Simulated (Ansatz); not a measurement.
P under changes of volume

One of the cells (20.458 Å³/atom); the others are scaled copies at fixed shape and fractional positions:

```
P
1.0
     1.64774   -5.46504    0.00000
     1.64774    5.46504    0.00000
     0.00000    0.00000    4.54364
P
4
Direct
  0.90414 0.09586 0.58882
  0.09586 0.90414 0.41118
  0.59586 0.40414 0.08882
  0.40414 0.59586 0.91118
```

```yaml
Program: Ansatz 0.2.0
Functional: r2SCAN
Dispersion: rVV10
Potentials_or_basis: Ansatz PAW
Cutoff: "500 eV (not typed: the program's choice for these potentials)"
k_mesh: 8 × 8 × 6
Occupations: fermi-dirac, width 0.05 eV
Spin: no spin polarisation
```

```tsv
volume (Å³/atom)	energy over the lowest point (meV/atom)	pressure (GPa)	gap on the mesh (eV)	largest force (eV/Å)
19.230	?	?	?	?
19.639	8.60	3.5	0.15	0.505
20.049	2.04	1.7	0.17	0.315
20.458	0.00	0.0	0.21	0.140
20.867	2.01	-1.5	0.24	0.037
21.276	7.67	-2.9	0.28	0.180
21.685	16.61	-4.1	0.32	0.321
```

Question: What does the run at 19.230 Å³/atom give?

Answer: Energy over the lowest point 20.18 meV/atom; pressure 5.6 GPa; gap on the mesh 0.12 eV; largest force 0.711 eV/Å.

Worked out: A Birch-Murnaghan fit of order 3 (a polynomial in V^(-2/3)) to the other rows has its minimum at 20.45 Å³/atom with B0 = V·E''(V) = 79 GPa and B' = 4.3 at fixed shape and positions, which overstates the stiffness. It gives 20.15 meV/atom at 19.230 Å³/atom, against the run's 20.18, and -dE/dV = 5.6 GPa, against 5.6. A parabola through the other rows of the gap, of slope 0.97 eV per unit of ln V (its deformation potential) there, extrapolates to 0.13 eV, against the run's 0.12.

Energies are extrapolated to zero smearing.

Caveats: the PAW data sets come from PBE, with cores solved anew for the run's functional, which leaves a small shift of forces and pressure.

A mesh can miss the band edges.
